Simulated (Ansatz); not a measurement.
# Ir: pressure up to the limit of the methods

One table from this session's results is given with a row withheld; the runs are named, their logs left out.

Method: DFT PBE, with the methods named in each step, in Ansatz 0.2.0.

**Starting point**

The structure is hexagonal, space group P6/mmm (No. 191). Conventional cell: a = 2.646 Å, b = 2.646 Å, c = 2.488 Å, α = 90.00°, β = 90.00°, γ = 120.00°. Ir (site symmetry 6/mmm) has 8 Ir at 2.49 to 2.65 Å as nearest neighbours.

As a file:

```cif
data_structure
_symmetry_space_group_name_H-M 'P 1'
_symmetry_Int_Tables_number 1
_cell_length_a 2.6464
_cell_length_b 2.6464
_cell_length_c 2.4876
_cell_angle_alpha 90.000
_cell_angle_beta 90.000
_cell_angle_gamma 120.000
_cell_volume 15.09
loop_
_atom_site_label
_atom_site_type_symbol
_atom_site_fract_x
_atom_site_fract_y
_atom_site_fract_z
_atom_site_occupancy
Ir1 Ir 0.00000 0.00000 0.00000 1
```

Whether this phase is the stable one at these pressures isn't tested.

The first run:

input.yaml reads:

```yaml
crystal:
  lattice:
    - [2.6463715664, 0.0, 0.0]
    - [-1.3231857832, 2.2918250044, 0.0]
    - [0.0, 0.0, 2.4875892725]
  atoms:
    - { symbol: Ir, position: [0.0, 0.0, 0.0] }
kpoints:
  mp_grid: { grid: [16, 16, 15] }
scf:
  occupations: { method: fermi_dirac, width: 0.05 }
hamiltonian:
  xc: pbe
  pseudopotentials: { kind: paw }
output:
  forces: true
  stress: true
  write_density: true
  write_potential: true
  elf: true
  volumetric_format: npy
relax:
  f_tol: 0.005
  max_steps: 40
  cell: {}
```

Launch:

```console
$ ansatz run input.yaml --threads 1 --pin off --max-ram 2048MiB --backend cpu --events-out ev --progress --plain --runs-dir out
```

Steps of the session up to this table: Cell relaxed at zero pressure, PAW; Volume scaled by 1, PAW; Volume scaled by 1, PAW (level accurate); Shape and atoms relaxed at 0.92 of the volume, PAW; Volume scaled by 0.92, PAW; Shape and atoms relaxed at 0.84 of the volume, PAW; Volume scaled by 0.84, PAW; Shape and atoms relaxed at 0.76 of the volume, PAW; Volume scaled by 0.76, PAW; Volume scaled by 0.76, PAW (source ansatz); Shape and atoms relaxed at 0.68 of the volume, PAW; Volume scaled by 0.68, PAW; Shape and atoms relaxed at 0.6 of the volume, PAW; Volume scaled by 0.6, PAW; Shape and atoms relaxed at 0.52 of the volume, PAW; Volume scaled by 0.52, PAW; Volume scaled by 0.52, PAW (cutoff 1000 eV); Shape and atoms relaxed at 0.45 of the volume, PAW; Volume scaled by 0.45, PAW; Volume scaled by 0.45, PAW (cutoff 800 eV).

One of the session's tables, all rows but one given; the rest of the session is left out.

```
              method  volume over the first  volume (Å³/atom)  pressure (GPa)
                 PAW                      1            15.883           -0.02
                 PAW                   0.92            14.613           29.01
                 PAW                   0.84            13.342           76.07
                 PAW                   0.76            12.071          152.59
                 PAW                   0.68            10.801          279.10
                 PAW                    0.6                 ?               ?
                 PAW                   0.52             8.259          878.32
                 PAW                   0.45             7.148         1483.03
PAW (cutoff 1000 eV)                   0.52             8.259          878.19
 PAW (cutoff 800 eV)                   0.45             7.148         1482.50
PAW (level accurate)                      1            15.883            0.06
 PAW (source ansatz)                   0.76            12.071          152.70
```

Estimate the missing values for PAW, 0.6.

**Answer.** volume (Å³/atom): 9.530; pressure (GPa): 494.70. In the column «volume (Å³/atom)» it lies between PAW (cutoff 1000 eV), 0.52 (8.259) and PAW, 0.68 (10.801).
